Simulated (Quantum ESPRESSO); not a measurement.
The system is GaN.

```
CELL_PARAMETERS angstrom
3.18000 0.00000 0.00000
-1.59000 2.75396 0.00000
0.00000 0.00000 5.16600
ATOMIC_POSITIONS crystal
Ga 0.66667 0.33333 0.50000
Ga 0.33333 0.66667 0.00000
N 0.66667 0.33333 0.87500
N 0.33333 0.66667 0.37500
```

| Item | Value |
| --- | --- |
| Program | Quantum ESPRESSO 7.5 |
| Task | Wannier functions |
| Functional | PBE |
| Potentials or basis | PseudoDojo 0.4.1 SR PBE standard |
| Cutoff | 1143 eV |
| Density cutoff | 4572 eV |
| k mesh | 8 × 8 × 4 |
| Occupations | fermi-dirac, width 0.05 eV |
| Spin | no spin polarisation |
| Mixing beta | 0.5 |
| Most SCF iterations | 120 |
| SCF threshold | 8e-10 Ry |
| k mesh for the Wannier functions | 6 × 6 × 3 |

Start: SCDM on the occupied bands. The reference level is the Fermi level, or the middle of the gap.

Problem. With SCDM on the occupied bands, how many functions result, how localised are they, and how well do they interpolate the bands?

Solution. 18 functions with spreads from 0.32 to 0.98 Å², 11.0 Å² in all; they miss the direct bands by 13 meV (root mean square).

Wannier functions:
| function | nearest atom | distance (Å) | spread (Å²) | on-site energy from the reference level (eV) |
| --- | --- | --- | --- | --- |
| 1 | 2 Ga | 0.02 | 0.32 | -14.08 |
| 2 | 1 Ga | 0.02 | 0.32 | -14.08 |
| 3 | 1 Ga | 0.02 | 0.32 | -14.10 |
| 4 | 2 Ga | 0.02 | 0.32 | -14.10 |
| 5 | 2 Ga | 0.01 | 0.32 | -14.22 |
| 6 | 1 Ga | 0.01 | 0.32 | -14.22 |
| 7 | 1 Ga | 0.01 | 0.32 | -14.09 |
| 8 | 2 Ga | 0.01 | 0.32 | -14.09 |
| 9 | 2 Ga | 0.01 | 0.32 | -14.14 |
| 10 | 1 Ga | 0.01 | 0.32 | -14.14 |
| 11 | 4 N | 0.52 | 0.97 | -7.19 |
| 12 | 3 N | 0.52 | 0.97 | -7.19 |
| 13 | 4 N | 0.52 | 0.97 | -7.19 |
| 14 | 3 N | 0.52 | 0.97 | -7.19 |
| 15 | 4 N | 0.52 | 0.97 | -7.19 |
| 16 | 3 N | 0.52 | 0.97 | -7.19 |
| 17 | 4 N | 0.52 | 0.98 | -7.20 |
| 18 | 3 N | 0.52 | 0.98 | -7.20 |

Parts of the spread (Å²): invariant 9.74, diagonal 0.004, off-diagonal 1.26, total 11.01. Against the direct bands the interpolation misses by 13 meV (root mean square) and 124 meV at most, for states up to 1 eV over the reference level.

Caveat: the Wannier minimisation didn't converge.
